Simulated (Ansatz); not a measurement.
SnO:

```
CELL_PARAMETERS angstrom
3.81370 0.00000 0.00000
0.00000 3.81370 0.00000
0.00000 0.00000 4.88691
ATOMIC_POSITIONS crystal
Sn 0.50000 0.00000 0.76463
Sn 0.00000 0.50000 0.23537
O 0.00000 0.00000 0.00000
O 0.50000 0.50000 0.00000
```

The cell is a database's computed one.

Program: Ansatz 0.2.0. Alike in all runs: task band structure; potentials or basis Ansatz PAW; cell as given; smearing fermi-dirac 0.05 eV. Hardware: 2 threads of Arm Neoverse V1, on a shared host.

Q: Order these runs on this cell by their wall time, lowest first.
A. level PBEsol; spin SOC, no magnetisation; k mesh 5 × 5 × 5; cutoff (eV) 420; points for each segment of the path 14; mesh quality not flagged
B. level BLYP; spin off; k mesh 7 × 7 × 6; cutoff (eV) 420; points for each segment of the path 14; mesh quality not flagged
C. level r2SCAN; spin off; k mesh 7 × 7 × 6; cutoff (eV) 500; points for each segment of the path 14; mesh quality not flagged
D. level HSEsol; spin off; k mesh 4 × 4 × 3; cutoff (eV) 420; points for each segment of the path 4; mesh quality coarse

A: B (5.6 s), C (12 s), A (62 s), D (170 s).

Caveats: some runs use coarse meshes.

Not every run made on this cell is shown here.
